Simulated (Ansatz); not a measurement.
LiNbO$_{3}$ at several levels of theory

One geometry, relaxed with PBE, and single points on it; plane waves with PAW potentials in Ansatz, scalar-relativistic unless the row names spin-orbit coupling. No spin polarisation. Meshes are on the primitive cell of 10 atoms. Gaps are the least over mesh and band path; pressure is positive in compression. Smearing is Gaussian, 0.02 eV.

Space group R3c:H (No. 161). a = 5.190 Å, b = 5.190 Å, c = 14.014 Å, α = 90.00°, β = 90.00°, γ = 120.00°
```
atom site symmetry x y z
  Li    6a        3.  0.6667  0.3333  0.0517
  Nb    6a        3.  0.6667  0.3333  0.3329
   O   18b         1  0.0088  0.3805  0.2701
```

| level | cutoff (eV) | k mesh | gap (eV) | pressure (GPa) | rough cost with bands (core-min) |
| --- | --- | --- | --- | --- | --- |
| PBE | 420 | 6×6×6 | 3.54 | 0.0 | 1.7 |

Problem. What do r2SCAN, PBE with spin-orbit coupling, PBEsol give on the same cell?

Solution.
```tsv
level	cutoff (eV)	k mesh	gap (eV)	pressure (GPa)	rough cost with bands (core-min)
r2SCAN	500	6×6×6	3.94	-4.2	2.1
PBE with spin-orbit coupling	420	6×6×6	3.50	0.0	1.9
PBEsol	420	6×6×6	3.50	-5.2	1.6
```